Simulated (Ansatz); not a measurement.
Here is an Ansatz 0.2.0 calculation.

Contents of input.yaml:

```yaml
crystal:
  lattice:
    - [0.0, 1.9465, 1.9465]
    - [1.9465, 0.0, 1.9465]
    - [1.9465, 1.9465, 0.0]
  atoms:
    - { symbol: Pd, position: [0.0, 0.0, 0.0] }
hamiltonian:
  xc: rpbe
  pseudopotentials: { kind: paw }
kpoints:
  mp_grid: { grid: [12, 12, 12] }
scf:
  occupations: { method: fermi_dirac, width: 0.05 }
output:
  forces: true
  stress: true
  write_density: true
  write_potential: true
  elf: true
  volumetric_format: npy
relax:
  f_tol: 0.01
  max_steps: 40
  cell: { stress_tol: 0.05 }
```

Potentials or basis: Ansatz PAW.

The run is started by

```sh
$ ansatz run input.yaml --threads 2 --pin off --max-ram 5632MiB --backend cpu --events-out ev --progress --plain --runs-dir out
```

(1) What does it give for the relaxed cell?

(2) Predict the space group after relaxing (to 0.05 Å).

(3) Predict the band gap on the k mesh.

(4) Estimate the relaxed volume.

Results:

(1) a = 2.814 Å, b = 2.814 Å, c = 2.814 Å, α = 60.00°, β = 60.00°, γ = 60.00°.

(2) Fm-3m (No. 225).

(3) none (metal or under the smearing width).

(4) 15.76 Å³/atom.

Caveat: the PAW data sets come from PBE, with cores solved anew for the run's functional, which leaves a small shift of forces and pressure.
